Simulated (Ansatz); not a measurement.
# Co (P-3m1) in Ansatz: a series of runs

The runs below take Co through band structure, with PBEsol.

Everything below comes from runs of Ansatz 0.2.0. Logs are shortened: lines on timing, memory, paths and dates and some standing lists are left out, and cuts for length are marked.

**1. The crystal as given**

The structure is trigonal, space group P-3m1 (No. 164). Conventional cell: a = 2.487 Å, b = 2.487 Å, c = 4.063 Å, α = 90.00°, β = 90.00°, γ = 120.00°. Around Co (site symmetry 3m) lie 12 Co at 2.42 to 2.55 Å.

**2. Band structure, PBEsol, collinear spin, ferromagnetic start**

input.yaml reads:

```yaml
crystal:
  lattice:
    - [2.4873648738, 0.0, 0.0]
    - [-1.2436824369, 2.1541211692, 0.0]
    - [0.0, 0.0, 4.0632895034]
  atoms:
    - { symbol: Co, position: [0.3333333333, 0.6666666667, 0.740139], spin: 2.0 }
    - { symbol: Co, position: [0.6666666667, 0.3333333333, 0.259861], spin: 2.0 }
kpoints:
  mp_grid: { grid: [12, 12, 7] }
  band_path:
    path:
      - [0.0, 0.0, 0.0]
      - [0.5, 0.0, 0.0]
      - [0.3333333333, 0.3333333333, 0.0]
      - [0.0, 0.0, 0.0]
      - [0.0, 0.0, 0.5]
      - [0.5, 0.0, 0.5]
      - [0.3333333333, 0.3333333333, 0.5]
      - [0.0, 0.0, 0.5]
    npoints: 12
scf:
  occupations: { method: fermi_dirac, width: 0.05 }
hamiltonian:
  xc: pbesol
  pseudopotentials:
    kind: all_electron
    lapw: { basis_error: 0.001 }
    relativity: none
magnetization:
  spin_polarized: true
output:
  forces: true
  stress: true
  eigenvalues: true
```

Potentials or basis: all-electron LAPW, non-relativistic.

Run with:

```sh
> ansatz run input.yaml --threads 2 --pin off --max-ram 6144MiB --backend cpu --events-out ev --progress --plain --runs-dir out
```

What it wrote:

```text
Warning: RAYON_NUM_THREADS=2 ignored (pool sized by the plan → 2); use --threads N
LAPW: plane waves up to 9.283 Å⁻¹, error target 1.0e-3 eV per atom; Co in spheres of 1.211 Å, 17 of its electrons in bands, Dirac shells [] (how accurate: hamiltonian.pseudopotentials.lapw.basis_error, Limitations)
Engine: ansatz 0.2.0, x86_64-unknown-linux-gnu
Pseudopotentials: kind: all_electron
Pseudopotential: Co, LAPW, valence charge 17, lapw/all_electron/none/Co, Schrödinger's equation, point nucleus
Functional definition: PBEsol
  exchange = pbesol_x
  correlation = pbesol_c
Crystal: 2 atoms, lattice volume = 21.771 Å³
Basis set: ecut = 328.35041991521547 eV, 313 PW (Γ), exchange–correlation at level 2
Bands: 23, of which v1, the nominal top of the filled ones, is band 17 counted from 1 (16 counted from 0)
Symmetry: 12 space group operations
Space group: P-3m1 (ITA 164), of the structure as read, at distance tolerance 2.8e-5 Å
Magnetic group: BNS 164.85 (UNI 1315), of the structure as read, at distance tolerance 2.8e-5 Å
k-points: 112 of 1008
Non-local potential: Co, projectors of the file, none
Initial density: superposition of atomic densities (chi_scale 0.1, normalization cell)
Starting moments: Σ|m| = 4 μB on 2 of 2 sites
Initial wavefunctions: plane waves of lowest kinetic energy (no species holds an atomic orbital)
Functional: x = pbesol(κ = 0.804, μ = 0.12345679012345678), c = pbesol(β = 0.046)
iter 1 solved again at ethr=2.09e-4 eV; its pass at ethr=1.00e-1 eV (dr2=7.09e-2 eV) is discarded
SCF iter   1: F=—  HF=-75185.371813 eV  |F-HF|=—  |Δ(HF+E_count)|=         —  Δρ=1.84e-2 (↑1.75e-2 ↓1.84e-2)  dr2=7.09e-2  dr2_m=5.69e-2  M=3.274 μB ∫|m|=3.398 μB  β_m=0.30  ethr=2.09e-4  ⟨swp⟩=2.9  Hψ=37448  notcnv=0
Mixer restart at iter 1: flushing history
preconditioner: auto → none  [metal: Δε(μ)=0.008 eV  Ē_g=9.622 eV  σ=0.050 eV  W_gap=0.04  n_scr=8 (ndim 8)  ℏωp=33.8 eV  f_vac=0.000  D(μ)=1.92/eV (n_scr^D=22)  sad-step TF]
SCF iter   2: F=—  HF=-75185.417960 eV  |F-HF|=—  |Δ(HF+E_count)|=   4.61e-2  Δρ=1.35e-2 (↑1.25e-2 ↓1.35e-2)  dr2=4.75e-2  dr2_m=2.94e-2  M=3.259 μB ∫|m|=3.418 μB  β_m=0.49  ethr=2.09e-4  ⟨swp⟩=2.0  Hψ=14433  notcnv=0
SCF iter   3: F=—  HF=-75185.461601 eV  |F-HF|=—  |Δ(HF+E_count)|=   4.36e-2  Δρ=4.87e-3 (↑4.61e-3 ↓4.87e-3)  dr2=5.61e-3  dr2_m=3.50e-3  M=3.224 μB ∫|m|=3.459 μB  β_m=0.43  ethr=1.40e-4  ⟨swp⟩=2.9  Hψ=15962  notcnv=0
iter 4 solved again at ethr=9.76e-7 eV; its pass at ethr=1.65e-5 eV (dr2=3.32e-4 eV) is discarded
SCF iter   4: F=—  HF=-75185.466885 eV  |F-HF|=—  |Δ(HF+E_count)|=   5.28e-3  Δρ=2.00e-3 (↑1.60e-3 ↓2.00e-3)  dr2=3.33e-4  dr2_m=5.64e-4  M=3.222 μB ∫|m|=3.483 μB  β_m=0.69  ethr=9.76e-7  ⟨swp⟩=2.0  Hψ=24865  notcnv=0
SCF iter   5: F=—  HF=-75185.470230 eV  |F-HF|=—  |Δ(HF+E_count)|=   3.34e-3  Δρ=7.38e-4 (↑7.38e-4 ↓7.01e-4)  dr2=6.30e-4  dr2_m=6.21e-5  M=3.222 μB ∫|m|=3.505 μB  β_m=0.84  ethr=9.76e-7  ⟨swp⟩=3.0  Hψ=16160  notcnv=0
SCF iter   6: F=—  HF=-75185.470437 eV  |F-HF|=—  |Δ(HF+E_count)|=   2.07e-4  Δρ=1.71e-4 (↑1.49e-4 ↓1.71e-4)  dr2=5.84e-5  dr2_m=1.31e-6  M=3.225 μB ∫|m|=3.522 μB  β_m=0.89  ethr=9.76e-7  ⟨swp⟩=3.0  Hψ=15978  notcnv=0
SCF iter   7: F=—  HF=-75185.470426 eV  |F-HF|=—  |Δ(HF+E_count)|=   1.05e-5  Δρ=1.33e-5 (↑1.33e-5 ↓1.13e-5)  dr2=3.53e-7  dr2_m=6.22e-9  M=3.225 μB ∫|m|=3.523 μB  β_m=0.88  ethr=1.72e-7  ⟨swp⟩=2.0  Hψ=14231  notcnv=0
SCF iter   8: F=—  HF=-75185.470426 eV  |F-HF|=—  |Δ(HF+E_count)|=   1.21e-7  Δρ=1.66e-6 (↑9.81e-7 ↓1.66e-6)  dr2=7.26e-10  dr2_m=1.21e-10  M=3.225 μB ∫|m|=3.524 μB  β_m=0.80  ethr=1.04e-9  ⟨swp⟩=2.9  Hψ=15234  notcnv=0
SCF iter   9: F=-75185.470426 eV  HF=-75185.470426 eV  |F-HF|=2.18e-10  |Δ(HF+E_count)|=   3.61e-9  Δρ=4.27e-7 (↑2.32e-7 ↓4.27e-7)  dr2=7.08e-11  dr2_m=1.26e-11  M=3.225 μB ∫|m|=3.524 μB  ethr=2.14e-12  ⟨swp⟩=3.0  Hψ=15589  notcnv=0
SCF 1 converged in 9 iterations: F = -75185.470426 eV  dr2 = 7.08e-11
NSCF: frozen V_eff on 85 k-points
SCF converged after 9 iterations
Magnetization: 3.2246 μB (18.6123 up, 15.3877 down)
Absolute magnetization: 3.5236 μB (∫|ρ↑−ρ↓|)
Spin contamination: 0.0514 ħ² per cell (⟨S²⟩ above its minimum at these occupations)
Per-site moments (μB) at R_I (Å): [(1.668968918684179, 1.2114777623599664), (1.668968918684179, 1.2114777623599664)]
Free energy (F): -75185.470426 eV
Harris-Foulkes:  -75185.470426 eV  (|F-HF|=2.18e-10)
Internal energy: -75185.454960 eV  (E = F + TS)
E sigma→0 (E₀):  -75185.462693 eV
Entropy (-TS):   -0.015466 eV (-7.733 meV/atom)
Fermi energy:    18.819611 eV
--- Per-component energies (eV) ---
  E_band       = -459.185220
  E_kinetic    = 75116.184657
  E_xc         = -3154.411603
  E_electrostatic = -147147.228014  (all electrons and nuclei)
  E_smearing   = -0.015466  (= −TS)
  E_closure    = 0.000000  (closes the sum)
  E_atoms      = -75167.327608  (free atoms, spherical and without spin; not in F)
  Σ components = -75185.470426   (vs F -75185.470426, Δ=0.00e0)
  Basis errors (estimates in eV, not in F): energy 2.7e-4 per atom: plane waves 2.2e-4 (1.1e-4 summed), levels above the bands 2.7e-88, relativity 0.0e0, radial functions 4.8e-5, core shells 2.1e-9; eigenvalues (radial functions only) 7.7e-7; not estimated: angular momenta, meshes, grids; target (lapw.basis_error) 1.0e-3; muffin-tin radii Co 1.211 Å
--- Forces (eV/Å), atoms counted from 1 ---
  atom   1  Co     0.00000000    -0.00000000     0.48193813
  atom   2  Co    -0.00000000     0.00000000    -0.48193813
  max |Σ_I F_I| component: 1.11e-16 eV/Å
--- Stress (GPa, compression-positive) ---
       -4.611528       0.000000      -0.000000
        0.000000      -4.611528      -0.000000
       -0.000000      -0.000000      -7.644573
  P = ⅓ Tr σ = -5.6225 GPa (-56.225 kbar)
--- Band table (eV; the first three rows and the last of 224) ---
  k-point 0 ↑: bands = ["-74.1378", "-74.0714", "-39.6643", "-39.3615", "-39.3615", "-39.3200", "-39.3115", "-39.3115", "10.0829", "13.6734", "16.1337", "16.1920", "16.1920", "16.4871", "16.4871", "16.9075", "16.9075", "17.9786", "17.9786", "18.6465", "25.1338", "40.6380", "43.4367"]
  k-point 1 ↑: bands = ["-74.1348", "-74.0743", "-39.6485", "-39.3594", "-39.3594", "-39.3363", "-39.3137", "-39.3137", "10.2825", "13.6364", "16.0791", "16.1472", "16.1472", "16.4404", "16.4404", "17.0167", "17.0167", "17.9162", "17.9668", "17.9668", "26.2578", "40.5368", "42.1087"]
  k-point 2 ↑: bands = ["-74.1270", "-74.0822", "-39.6049", "-39.3808", "-39.3535", "-39.3535", "-39.3195", "-39.3195", "10.8613", "13.4109", "15.9252", "16.0919", "16.0919", "16.3221", "16.3221", "16.7108", "17.2574", "17.2574", "17.9125", "17.9125", "28.7557", "38.6098", "40.9184"]
  k-point 111 ↓: bands = ["-72.0305", "-72.0305", "-37.6193", "-37.6193", "-37.5658", "-37.5229", "-37.3951", "-37.3951", "16.0316", "16.2638", "16.2638", "16.3987", "17.1237", "17.1237", "18.3983", "18.8547", "19.8673", "19.8673", "25.2201", "25.2201", "26.2687", "27.5236", "29.3702"]
```

Run time: 22 s. Hardware: 2 threads of AMD EPYC 7R43 (Zen 3), shared host; peak memory 0.65 GiB.

What came out:

* Free energy: -75185.4704 eV
* Pressure: -5.6 GPa
* Largest force: 0.482 eV/Å
* Band gap along the path: none (metal or under the smearing width)
* Net moment: 3.22 μB per cell
* Absolute moment: 3.52 μB per cell
* Site moments: Co +1.67 μB

Forces on the atoms (eV/Å):
```
Co   0.000  0.000  0.482
Co   0.000  0.000 -0.482
```

Levels at the corners of the path, in eV from the Fermi level:
Spin up:
| point | band 16 | band 17 | band 18 | band 19 | band 20 | band 21 | band 22 | band 23 |
| --- | --- | --- | --- | --- | --- | --- | --- | --- |
| Γ | -1.91 | -1.91 | -0.84 | -0.84 | -0.17 | 6.31 | 21.82 | 24.62 |
| M | -0.70 | -0.67 | -0.52 | 1.32 | 3.41 | 9.45 | 10.51 | 12.46 |
| K | -0.96 | -0.96 | -0.87 | 4.52 | 5.45 | 5.45 | 12.27 | 12.94 |
| Γ | -1.91 | -1.91 | -0.84 | -0.84 | -0.17 | 6.31 | 21.82 | 24.62 |
| A | -2.65 | -1.26 | -1.26 | -1.06 | -1.06 | 14.13 | 15.27 | 22.42 |
| L | -1.04 | -0.63 | -0.58 | 1.47 | 1.74 | 7.25 | 7.56 | 18.17 |
| H | -1.80 | -0.79 | -0.79 | 5.74 | 5.74 | 7.16 | 7.43 | 9.78 |
| A | -2.65 | -1.26 | -1.26 | -1.06 | -1.06 | 14.13 | 15.27 | 22.42 |
Spin down:
```tsv
point	band 13	band 14	band 15	band 16	band 17	band 18	band 19	band 20
Γ	-0.99	-0.67	-0.67	-0.14	-0.12	-0.12	1.04	1.04
M	-1.12	-1.07	-0.66	1.19	1.28	1.35	2.56	4.38
K	-1.39	-1.39	-0.36	0.87	0.87	1.02	5.33	6.22
Γ	-0.99	-0.67	-0.67	-0.14	-0.12	-0.12	1.04	1.04
A	-1.05	-1.05	-1.04	-1.04	0.62	0.62	0.77	0.77
L	-0.27	0.13	0.21	0.34	1.26	1.30	2.05	2.41
H	-1.72	-1.72	-0.41	-0.03	1.06	1.06	6.41	6.41
A	-1.05	-1.05	-1.04	-1.04	0.62	0.62	0.77	0.77
```

**3. Band structure, PBEsol, collinear spin, ferromagnetic start**

Edit input.yaml of step 2 so:

```diff
@@ -25,6 +25,3 @@
   xc: pbesol
-  pseudopotentials:
-    kind: all_electron
-    lapw: { basis_error: 0.001 }
-    relativity: none
+  pseudopotentials: { kind: all_electron, datasets: crystal }
 magnetization:
```

Potentials or basis: all-electron PAW datasets made for the crystal.

Run with:

```sh
> ansatz run input.yaml --threads 2 --pin off --max-ram 6144MiB --backend cpu --events-out ev --progress --plain --runs-dir out
```

Run time: 23 s. Hardware: 2 threads of AMD EPYC 7R43 (Zen 3), shared host; peak memory 0.9 GiB.

The run converged. Its results:

```yaml
Free_energy: -75768.8132 eV
Pressure: -9.4 GPa
Largest_force: 0.439 eV/Å
Band_gap_along_the_path: none (metal or under the smearing width)
Net_moment: 3.26 μB per cell
Absolute_moment: 3.56 μB per cell
Site_moments: Co +1.70 μB
```

Forces in eV/Å, atoms in the order of the input:
```
Co   0.000  0.000  0.439
Co   0.000  0.000 -0.439
```

Stress tensor (GPa, compression positive):
```
 -8.44   0.00   0.00
  0.00  -8.44   0.00
  0.00   0.00 -11.31
```

Levels at the corners of the path, in eV from the Fermi level:
Spin up:
| point | band 15 | band 16 | band 17 | band 18 | band 19 | band 20 | band 21 | band 22 | band 23 |
| --- | --- | --- | --- | --- | --- | --- | --- | --- | --- |
| Γ | -2.33 | -1.91 | -1.91 | -0.83 | -0.83 | -0.33 | 6.04 | 21.77 | 24.43 |
| M | -2.23 | -0.68 | -0.66 | -0.50 | 1.24 | 3.24 | 9.29 | 10.25 | 12.41 |
| K | -1.97 | -0.95 | -0.95 | -0.86 | 4.43 | 5.23 | 5.23 | 12.13 | 12.82 |
| Γ | -2.33 | -1.91 | -1.91 | -0.83 | -0.83 | -0.33 | 6.04 | 21.77 | 24.43 |
| A | -2.66 | -2.66 | -1.26 | -1.26 | -1.05 | -1.05 | 13.96 | 15.12 | 22.36 |
| L | -1.14 | -1.05 | -0.62 | -0.56 | 1.33 | 1.60 | 6.99 | 7.30 | 18.00 |
| H | -2.05 | -1.80 | -0.78 | -0.78 | 5.62 | 5.62 | 7.07 | 7.35 | 9.40 |
| A | -2.66 | -2.66 | -1.26 | -1.26 | -1.05 | -1.05 | 13.96 | 15.12 | 22.36 |
Spin down:
```tsv
point	band 14	band 15	band 16	band 17	band 18	band 19
Γ	-0.65	-0.65	-0.28	-0.09	-0.09	1.07
M	-1.07	-0.65	1.22	1.31	1.39	2.53
K	-1.39	-0.36	0.90	0.90	1.05	5.28
Γ	-0.65	-0.65	-0.28	-0.09	-0.09	1.07
A	-1.04	-1.03	-1.03	0.65	0.65	0.80
L	0.16	0.16	0.28	1.30	1.34	1.98
H	-1.75	-0.40	0.00	1.09	1.09	6.32
A	-1.04	-1.03	-1.03	0.65	0.65	0.80
```

Caveat: the program warned that the printed levels may be off, so bands, gaps and densities of states are rough.

**4. Band structure, PBEsol, collinear spin, ferromagnetic start**

Edit input.yaml of step 3 so:

```diff
@@ -25,3 +25,6 @@
   xc: pbesol
-  pseudopotentials: { kind: all_electron, datasets: crystal }
+  pseudopotentials:
+    kind: all_electron
+    lapw: { basis_error: 0.001 }
+    dirac_shells: { Co: ["2p"] }
 magnetization:
```

Potentials or basis: all-electron LAPW, inner shells corrected to Dirac's equation.

Run with:

```sh
> ansatz run input.yaml --threads 2 --pin off --max-ram 6144MiB --backend cpu --events-out ev --progress --plain --runs-dir out
```

Wall time 27 s (2 threads of AMD EPYC 7R43 (Zen 3), shared host); peak memory 0.65 GiB.

It converged, with:

| Item | Value |
| --- | --- |
| Free energy | -75770.3925 eV |
| Pressure | -9.4 GPa |
| Largest force | 0.440 eV/Å |
| Band gap along the path | none (metal or under the smearing width) |
| Net moment | 3.26 μB per cell |
| Absolute moment | 3.56 μB per cell |
| Site moments | Co +1.69 μB |

Forces in eV/Å, atoms in the order of the input:
```
Co   0.000  0.000  0.440
Co   0.000  0.000 -0.440
```

Stress tensor (GPa, compression positive):
```
 -8.43   0.00   0.00
  0.00  -8.43   0.00
  0.00   0.00 -11.31
```

Levels at the corners of the path, in eV from the Fermi level:
Spin up:
```csv
point,band 15,band 16,band 17,band 18,band 19,band 20,band 21,band 22,band 23
Γ,-2.33,-1.91,-1.91,-0.83,-0.83,-0.33,6.04,21.77,24.43
M,-2.23,-0.68,-0.66,-0.50,1.24,3.24,9.29,10.25,12.41
K,-1.97,-0.95,-0.95,-0.86,4.43,5.23,5.23,12.13,12.82
Γ,-2.33,-1.91,-1.91,-0.83,-0.83,-0.33,6.04,21.77,24.43
A,-2.66,-2.66,-1.26,-1.26,-1.05,-1.05,13.96,15.12,22.36
L,-1.14,-1.05,-0.62,-0.56,1.33,1.60,6.99,7.30,18.00
H,-2.05,-1.80,-0.78,-0.78,5.62,5.62,7.07,7.35,9.40
A,-2.66,-2.66,-1.26,-1.26,-1.05,-1.05,13.96,15.12,22.36
```
Spin down:
```
point  band 12  band 13  band 14  band 15  band 16  band 17  band 18  band 19  band 20  band 21
    Γ    -0.97    -0.97    -0.65    -0.65    -0.28    -0.10    -0.10     1.07     1.07     7.11
    M    -1.86    -1.10    -1.07    -0.65     1.22     1.31     1.39     2.54     4.27     9.74
    K    -2.65    -1.39    -1.39    -0.36     0.90     0.90     1.05     5.28     6.04     6.04
    Γ    -0.97    -0.97    -0.65    -0.65    -0.28    -0.10    -0.10     1.07     1.07     7.11
    A    -1.36    -1.04    -1.04    -1.03    -1.03     0.65     0.65     0.80     0.80    14.41
    L    -2.25    -0.25     0.16     0.16     0.28     1.30     1.34     1.98     2.34     7.95
    H    -2.43    -1.75    -1.75    -0.40     0.00     1.09     1.09     6.32     6.32     7.89
    A    -1.36    -1.04    -1.04    -1.03    -1.03     0.65     0.65     0.80     0.80    14.41
```

**5. The reference run**

An earlier run on the cell as given: functional PBEsol; potentials or basis all-electron LAPW, scalar-relativistic; cutoff 328 eV (chosen from the basis error); basis error allowed 0.001 eV/atom; k mesh 12 × 12 × 7; occupations fermi-dirac, width 0.05 eV; collinear spin, ferromagnetic start; starting moments [2.0, 2.0] μB.

* Pressure: -9.4 GPa
* Largest force: 0.439 eV/Å
* Band gap on the k mesh: none (metal or under the smearing width)
* Net moment: 3.26 μB per cell
* Absolute moment: 3.56 μB per cell
* Site moments: Co +1.69 μB

**6. Summary**

| task | potentials or basis | cutoff (eV) | basis error allowed | pressure (GPa) | moment (μB) | largest force (eV/Å) |
| --- | --- | --- | --- | --- | --- | --- |
| band structure | all-electron LAPW, non-relativistic | 328 | 0.001 eV/atom | -5.6 | 3.22 | 0.48 |
| band structure | all-electron PAW datasets made for the crystal | 340 | - | -9.4 | 3.26 | 0.44 |
| band structure | all-electron LAPW, inner shells corrected to Dirac's equation | 328 | 0.001 eV/atom | -9.4 | 3.26 | 0.44 |
| single point | all-electron LAPW, scalar-relativistic | 328 | 0.001 eV/atom | -9.4 | 3.26 | 0.44 |

Alike in all rows: level PBEsol; spin collinear, ferromagnetic start; cell as given; k mesh 12 × 12 × 7; smearing fermi-dirac 0.05 eV.

Caveats: the program warned that the printed levels may be off, so bands, gaps and densities of states are rough (some runs).

Compare energies only between runs with the same functional and basis.
